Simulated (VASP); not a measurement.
# BaTiO3 (Pm-3m) in VASP: notebook, part 2 of 2

VASP 6.6.1. Earlier steps stand in the parts before.

**3. Relaxation of cell and atoms, r2SCAN**

This run uses another cell than the first one, of 12.86 Å³/atom, 0.988 times its volume.

Input file INCAR:

```
SYSTEM = BaTiO3
  ALGO = Normal
  EDIFF = 1E-6
  EDIFFG = -0.01
  ENCUT = 600
  IBRION = 2
  ISIF = 3
  ISMEAR = 0
  LASPH = .TRUE.
  LCHARG = .FALSE.
  LMIXTAU = .TRUE.
  LREAL = .FALSE.
  LWAVE = .FALSE.
  METAGGA = R2SCAN
  NELM = 80
  NSW = 90
  PREC = Accurate
  SIGMA = 0.03
```

Input file KPOINTS:

```
k-points
0
G
  8 8 8
  0 0 0
```

Input file POSCAR:

```
BaTiO3
1.0
    4.0060000000      0.0000000000      0.0000000000
    0.0000000000      4.0060000000      0.0000000000
    0.0000000000      0.0000000000      4.0060000000
Ba Ti O
1 1 3
Direct
    0.5000000000      0.5000000000      0.5000000000
    0.0000000000      0.0000000000      0.0000000000
    0.5000000000      0.0000000000      0.0000000000
    0.0000000000      0.5000000000      0.0000000000
    0.0000000000      0.0000000000      0.5000000000
```

Potentials or basis: VASP PAW PBE potentials, release 64 (Ba_sv, Ti_sv, O).

Started as:

```bash
$ cat potpaw_PBE.64/Ba_sv/POTCAR potpaw_PBE.64/Ti_sv/POTCAR potpaw_PBE.64/O/POTCAR > POTCAR
$ mpirun -np 1 vasp_std > vasp.out
```

OUTCAR:

```text
SYSTEM = BaTiO3
   EDIFF = 1E-6
   EDIFFG = -0.01
   ENCUT = 600
   IBRION = 2
   ISIF = 3
   ISMEAR = 0
   LASPH = .TRUE.
   LREAL = .FALSE.
   METAGGA = R2SCAN
   NELM = 80
   NSW = 90
   PREC = Accurate

 ion  position               nearest neighbor table
   1  0.500  0.500  0.500-   3 2.83   4 2.83   5 2.83   3 2.83   4 2.83   3 2.83   5 2.83   3 2.83
                             4 2.83   5 2.83   4 2.83   5 2.83   2 3.47   2 3.47   2 3.47   2 3.47
   2  0.000  0.000  0.000-   3 2.00   4 2.00   5 2.00   5 2.00   4 2.00   3 2.00   1 3.47   1 3.47
                             1 3.47   1 3.47   1 3.47   1 3.47   1 3.47   1 3.47
   3  0.500  0.000  0.000-   2 2.00   2 2.00   1 2.83   1 2.83   1 2.83   1 2.83
   4  0.000  0.500  0.000-   2 2.00   2 2.00   1 2.83   1 2.83   1 2.83   1 2.83
   5  0.000  0.000  0.500-   2 2.00   2 2.00   1 2.83   1 2.83   1 2.83   1 2.83

  LATTYP: Found a simple cubic cell.
 ALAT       =     4.0060000000

  Lattice vectors:

 A1 = (   4.0060000000,   0.0000000000,   0.0000000000)
 A2 = (   0.0000000000,   4.0060000000,   0.0000000000)
 A3 = (   0.0000000000,   0.0000000000,   4.0060000000)

Analysis of symmetry for initial positions (statically):
=====================================================================
 Subroutine PRICEL returns:
 Original cell was already a primitive cell.

 Routine SETGRP: Setting up the symmetry group for a
 simple cubic supercell.

 Subroutine GETGRP returns: Found 48 space group operations
 (whereof 48 operations were pure point group operations)
 out of a pool of 48 trial point group operations.

The static configuration has the point symmetry O_h .

Analysis of symmetry for dynamics (positions and initial velocities):
=====================================================================
 Subroutine PRICEL returns:
 Original cell was already a primitive cell.

 Routine SETGRP: Setting up the symmetry group for a
 simple cubic supercell.

 Subroutine GETGRP returns: Found 48 space group operations
 (whereof 48 operations were pure point group operations)
 out of a pool of 48 trial point group operations.

[... 137 lines left out ...]
 conjugate gradient relaxation of ions
 non-spin polarized calculation
 Gauss-broadening in eV      SIGMA  =   0.03
  energy-cutoff  :      600.00
  volume of cell :       64.29
 maximum number of plane-waves:      2176
   NGX = 17   NGY = 17   NGZ = 17

--------------------------------------- Ionic step        1  -------------------------------------------

 number of electron      39.9999998 magnetization

 Free energy of the ion-electron system (eV)
  ---------------------------------------------------
  ext. energy  EPLUGINS =         0.00000000
  ---------------------------------------------------
  free energy    TOTEN  =       -74.24332276 eV

  energy without entropy =      -74.24332276  energy(sigma->0) =      -74.24332276

------------------------ aborting loop because EDIFF is reached ----------------------------------------

  FORCE on cell =-STRESS in cart. coord.  units (eV):
  Direction    XX          YY          ZZ          XY          YZ          ZX
  --------------------------------------------------------------------------------------
  -------------------------------------------------------------------------------------
  Total        0.0812803      0.0812803      0.0812803      0.0000000      0.0000000     -0.0000000
  in kB        2.0256436      2.0256436      2.0256436      0.0000000      0.0000000     -0.0000000
  external PRESSURE =       2.0256436 kB  Pullay stress =       0.0000000 kB
[... 65 lines left out ...]
--------------------------------------- Ionic step        3  -------------------------------------------

 number of electron      39.9999999 magnetization

 Free energy of the ion-electron system (eV)
  ---------------------------------------------------
  ext. energy  EPLUGINS =         0.00000000
  ---------------------------------------------------
  free energy    TOTEN  =       -74.24336621 eV

  energy without entropy =      -74.24336621  energy(sigma->0) =      -74.24336621

 E-fermi :   3.7981     XC(G=0): -11.8975

 val. band max:        3.5014582662   @ k =   0.5000   0.5000   0.5000
 cond. band min:       5.6282388663   @ k =   0.0000   0.0000   0.0000
 fundamental gap:      2.1267806001
 Fermi energy:         3.7981166291

 k-point     1 :       0.0000    0.0000    0.0000
  band No.  band energies     occupation
      1     -55.3974      2.00000
      2     -30.5533      2.00000
      3     -30.5533      2.00000
      4     -30.5533      2.00000
      5     -21.9765      2.00000
      6     -14.3517      2.00000
[... 637 lines left out ...]
     23       7.7054      0.00000
     24       9.0123      0.00000

 [... further k-points ...]

------------------------ aborting loop because EDIFF is reached ----------------------------------------

  FORCE on cell =-STRESS in cart. coord.  units (eV):
  Direction    XX          YY          ZZ          XY          YZ          ZX
  --------------------------------------------------------------------------------------
  -------------------------------------------------------------------------------------
  Total        0.0054513      0.0054513      0.0054513      0.0000000      0.0000000     -0.0000000
  in kB        0.1357094      0.1357094      0.1357094      0.0000000      0.0000000     -0.0000000
  external PRESSURE =       0.1357094 kB  Pullay stress =       0.0000000 kB
[... 20 lines left out ...]
  FREE ENERGIE OF THE ION-ELECTRON SYSTEM (eV)
  ---------------------------------------------------
  free  energy   TOTEN  =       -74.2433662109 eV

  energy  without entropy=      -74.2433662109  energy(sigma->0) =      -74.24336621

 reached required accuracy - stopping structural energy minimisation
```

OSZICAR:

```text
N       E                     dE             d eps       ncg     rms          rms(c)
DAV:   1     0.453796491837E+03    0.45380E+03   -0.23374E+04  1680   0.202E+03
DAV:   2    -0.434131432079E+02   -0.49721E+03   -0.48917E+03  2072   0.516E+02
DAV:   3    -0.948689603852E+02   -0.51456E+02   -0.49607E+02  2088   0.159E+02
[... 33 lines left out ...]
DAV:   5    -0.742433590959E+02   -0.27363E-05   -0.92361E-06  2432   0.264E-02    0.450E-03
DAV:   6    -0.742433633944E+02   -0.42985E-05   -0.10413E-05  2168   0.139E-02    0.637E-03
DAV:   7    -0.742433648693E+02   -0.14749E-05   -0.59278E-07   864   0.858E-03    0.250E-03
DAV:   8    -0.742433659642E+02   -0.10949E-05   -0.91426E-07   912   0.108E-02    0.995E-04
DAV:   9    -0.742433662109E+02   -0.24674E-06   -0.24672E-07   840   0.502E-03
   3 F= -.74243366E+02 E0= -.74243366E+02  d E =-.434528E-04
```

It took 3.5 min on 1 thread of Intel Xeon Platinum 8488C (Sapphire Rapids), shared host; peak memory 0.25 GiB.

Results:

```yaml
Free_energy: -74.2434 eV
Relaxed_volume: 12.87 Å³/atom
Relaxed_cell: a = 4.007 Å, b = 4.007 Å, c = 4.007 Å, α = 90.00°, β = 90.00°, γ = 90.00°
Space_group_after_relaxing_to_0.05_Å: Pm-3m (No. 221)
Energy_gained_by_relaxing: 0.0 meV/atom
Ionic_steps: 3
Pressure_after_relaxing: 0.0 GPa
Band_gap_on_the_k_mesh: 2.13 eV, indirect (least direct gap 2.29 eV)
```

Final structure:
```cif
data_structure
_symmetry_space_group_name_H-M 'P 1'
_symmetry_Int_Tables_number 1
_cell_length_a 4.0074
_cell_length_b 4.0074
_cell_length_c 4.0074
_cell_angle_alpha 90.000
_cell_angle_beta 90.000
_cell_angle_gamma 90.000
_cell_volume 64.36
loop_
_atom_site_label
_atom_site_type_symbol
_atom_site_fract_x
_atom_site_fract_y
_atom_site_fract_z
_atom_site_occupancy
Ba1 Ba 0.50000 0.50000 0.50000 1
Ti1 Ti 0.00000 0.00000 0.00000 1
O1 O 0.50000 0.00000 0.00000 1
O2 O 0.00000 0.50000 0.00000 1
O3 O 0.00000 0.00000 0.50000 1
```

Caveat: the PAW data sets were made with another functional, which shifts forces and pressure a little; spin-orbit coupling is left out, which moves the levels of the heavy elements. r2SCAN opens gaps a little over a GGA but as a rule still falls short of measured ones.

**4. Relaxation of cell and atoms, r2SCAN**

This run uses another cell than the first one, of 12.87 Å³/atom, 0.989 times its volume.

Edit INCAR of step 3 so:

```diff
@@ -2,4 +2,4 @@
   ALGO = Normal
-  EDIFF = 1E-6
-  EDIFFG = -0.01
+  EDIFF = 1E-7
+  EDIFFG = -0.005
   ENCUT = 600
```

KPOINTS is that of step 3.

Input file POSCAR:

```
BaTiO3                                  
1.0
    4.0074476600      0.0000000000     -0.0000000000
    0.0000000000      4.0074476600     -0.0000000000
   -0.0000000000      0.0000000000      4.0074476600
  Ba              Ti              O             
     1     1     3
Direct
     0.5000000000000000    0.5000000000000000    0.5000000000000000
     0.0000000000000000    0.0000000000000000    0.0000000000000000
     0.5000000000000000    0.0000000000000000    0.0000000000000000
     0.0000000000000000    0.5000000000000000    0.0000000000000000
     0.0000000000000000    0.0000000000000000    0.5000000000000000
```

Started as:

```bash
$ cat potpaw_PBE.64/Ba_sv/POTCAR potpaw_PBE.64/Ti_sv/POTCAR potpaw_PBE.64/O/POTCAR > POTCAR
$ mpirun -np 1 vasp_std > vasp.out
```

Wall time 2 min (1 thread of Intel Xeon Platinum 8488C (Sapphire Rapids), shared host); peak memory 0.23 GiB.

The run converged. Its results:

| Item | Value |
| --- | --- |
| Free energy | -74.2435 eV |
| Pressure after relaxing | 0.0 GPa |
| Band gap on the k mesh | 2.13 eV, indirect (least direct gap 2.29 eV) |

Final structure:
```cif
data_structure
_symmetry_space_group_name_H-M 'P 1'
_symmetry_Int_Tables_number 1
_cell_length_a 4.0074
_cell_length_b 4.0074
_cell_length_c 4.0074
_cell_angle_alpha 90.000
_cell_angle_beta 90.000
_cell_angle_gamma 90.000
_cell_volume 64.36
loop_
_atom_site_label
_atom_site_type_symbol
_atom_site_fract_x
_atom_site_fract_y
_atom_site_fract_z
_atom_site_occupancy
Ba1 Ba 0.50000 0.50000 0.50000 1
Ti1 Ti 0.00000 0.00000 0.00000 1
O1 O 0.50000 0.00000 0.00000 1
O2 O 0.00000 0.50000 0.00000 1
O3 O 0.00000 0.00000 0.50000 1
```

Levels at points of the mesh, in eV from the valence-band top:
```
           k point  band 17  band 18  band 19  band 20  band 21  band 22  band 23  band 24
(0.00, 0.00, 0.00)    -1.12    -0.16    -0.16    -0.16     2.13     2.13     2.13     4.14
(0.50, 0.00, 0.00)    -1.82    -1.82    -0.75    -0.75     2.28     3.83     3.83     4.15
(0.50, 0.50, 0.00)    -1.79    -0.89    -0.89    -0.09     3.84     3.84     4.28     5.05
(0.50, 0.50, 0.50)    -2.42     0.00     0.00     0.00     4.52     4.52     4.52     7.40
```

Caveat: the relaxation stopped at its first step, so nothing moved; the PAW data sets were made with another functional, which shifts forces and pressure a little; spin-orbit coupling is left out, which moves the levels of the heavy elements.

**5. Relaxation of cell and atoms, PBE+D3(BJ)**

This run uses another cell than the first one, of 12.86 Å³/atom, 0.988 times its volume.

Input file INCAR:

```
SYSTEM = BaTiO3
ALGO = Normal
EDIFF = 1E-6
EDIFFG = -0.01
ENCUT = 600
GGA = PE
IBRION = 2
ISIF = 3
ISMEAR = 0
IVDW = 12
LASPH = .True.
LCHARG = .False.
LREAL = .False.
LWAVE = .False.
NELM = 80
NSW = 90
PREC = Accurate
SIGMA = 0.03
```

Input file KPOINTS:

```
k-points
0
Gamma
  8 8 8
  0 0 0
```

Input file POSCAR:

```
BaTiO3
1.0
    4.0060000000      0.0000000000      0.0000000000
    0.0000000000      4.0060000000      0.0000000000
    0.0000000000      0.0000000000      4.0060000000
Ba Ti O
1 1 3
Direct
    0.5000000000      0.5000000000      0.5000000000
    0.0000000000      0.0000000000      0.0000000000
    0.5000000000      0.0000000000      0.0000000000
    0.0000000000      0.5000000000      0.0000000000
    0.0000000000      0.0000000000      0.5000000000
```

Started as:

```bash
$ cat potpaw_PBE.64/Ba_sv/POTCAR potpaw_PBE.64/Ti_sv/POTCAR potpaw_PBE.64/O/POTCAR > POTCAR
$ mpirun -np 1 vasp_std > vasp.out
```

Run time: 43 s. Hardware: 1 thread of Intel Xeon Platinum 8488C (Sapphire Rapids), shared host; peak memory 0.23 GiB.

The run converged. Its results:

* Free energy: -41.2985 eV
* Pressure after relaxing: -0.1 GPa
* Band gap on the k mesh: 1.74 eV, indirect (least direct gap 1.89 eV)
* Dispersion energy per atom: -0.264 eV

Final structure:
```
Ba Ti O
1.0
     4.00600    0.00000    0.00000
     0.00000    4.00600    0.00000
     0.00000    0.00000    4.00600
Ba Ti O
1 1 3
Direct
  0.50000 0.50000 0.50000
  0.00000 0.00000 0.00000
  0.50000 0.00000 0.00000
  0.00000 0.50000 0.00000
  0.00000 0.00000 0.50000
```

Levels at points of the mesh, in eV from the valence-band top:
```csv
k point,band 18,band 19,band 20,band 21,band 22,band 23
"(0.00, 0.00, 0.00)",-0.15,-0.15,-0.15,1.74,1.74,1.74
"(0.50, 0.00, 0.00)",-1.83,-0.71,-0.71,1.90,3.47,3.47
"(0.50, 0.50, 0.00)",-0.87,-0.87,-0.09,3.48,3.48,3.89
"(0.50, 0.50, 0.50)",0.00,0.00,0.00,4.14,4.14,4.14
```

Caveat: the relaxation stopped at its first step, so nothing moved; spin-orbit coupling is left out, which moves the levels of the heavy elements. PBE gaps usually lie below the measured ones, often by a third to a half.

**6. Relaxation of cell and atoms, PBE+D3(BJ)**

This run uses another cell than the first one, of 12.86 Å³/atom, 0.988 times its volume.

Edit INCAR of step 5 so:

```diff
@@ -2,4 +2,4 @@
 ALGO = Normal
-EDIFF = 1E-6
-EDIFFG = -0.01
+EDIFF = 1E-7
+EDIFFG = -0.005
 ENCUT = 600
```

KPOINTS is that of step 5.

Input file POSCAR:

```
BaTiO3                                  
1.0
    4.0060000000      0.0000000000      0.0000000000
    0.0000000000      4.0060000000      0.0000000000
    0.0000000000      0.0000000000      4.0060000000
  Ba              Ti              O             
     1     1     3
Direct
     0.5000000000000000    0.5000000000000000    0.5000000000000000
     0.0000000000000000    0.0000000000000000    0.0000000000000000
     0.5000000000000000    0.0000000000000000    0.0000000000000000
     0.0000000000000000    0.5000000000000000    0.0000000000000000
     0.0000000000000000    0.0000000000000000    0.5000000000000000
```

Potentials or basis: VASP PAW PBE potentials, release 64 (Ba_sv, Ti_sv, O).

Started as:

```bash
$ cat potpaw_PBE.64/Ba_sv/POTCAR potpaw_PBE.64/Ti_sv/POTCAR potpaw_PBE.64/O/POTCAR > POTCAR
$ mpirun -np 1 vasp_std > vasp.out
```

Wall time 89 s (1 thread of Intel Xeon Platinum 8488C (Sapphire Rapids), shared host); peak memory 0.24 GiB.

The run converged. Its results:

```
Free energy                            : -41.2985 eV
Relaxed volume                         : 12.85 Å³/atom
Relaxed cell                           : a = 4.005 Å, b = 4.005 Å, c = 4.005 Å, α = 90.00°, β = 90.00°, γ = 90.00°
Space group after relaxing (to 0.05 Å) : Pm-3m (No. 221)
Energy gained by relaxing              : 0.0 meV/atom
Ionic steps                            : 3
Pressure after relaxing                : 0.0 GPa
Band gap on the k mesh                 : 1.74 eV, indirect (least direct gap 1.89 eV)
Dispersion energy per atom             : -0.264 eV
```

Final structure:
```
CELL_PARAMETERS angstrom
4.00503 0.00000 0.00000
0.00000 4.00503 0.00000
0.00000 0.00000 4.00503
ATOMIC_POSITIONS crystal
Ba 0.50000 0.50000 0.50000
Ti 0.00000 0.00000 0.00000
O 0.50000 0.00000 0.00000
O 0.00000 0.50000 0.00000
O 0.00000 0.00000 0.50000
```

Levels at points of the mesh, in eV from the valence-band top:
```tsv
k point	band 16	band 17	band 18	band 19	band 20	band 21	band 22	band 23	band 24
(0.00, 0.00, 0.00)	-1.09	-1.09	-0.15	-0.15	-0.15	1.74	1.74	1.74	3.89
(0.50, 0.00, 0.00)	-1.91	-1.83	-1.83	-0.71	-0.71	1.90	3.48	3.48	3.90
(0.50, 0.50, 0.00)	-2.68	-1.72	-0.87	-0.87	-0.09	3.48	3.48	3.90	4.74
(0.50, 0.50, 0.50)	-2.41	-2.41	0.00	0.00	0.00	4.15	4.15	4.15	6.72
```

Caveat: spin-orbit coupling is left out, which moves the levels of the heavy elements.
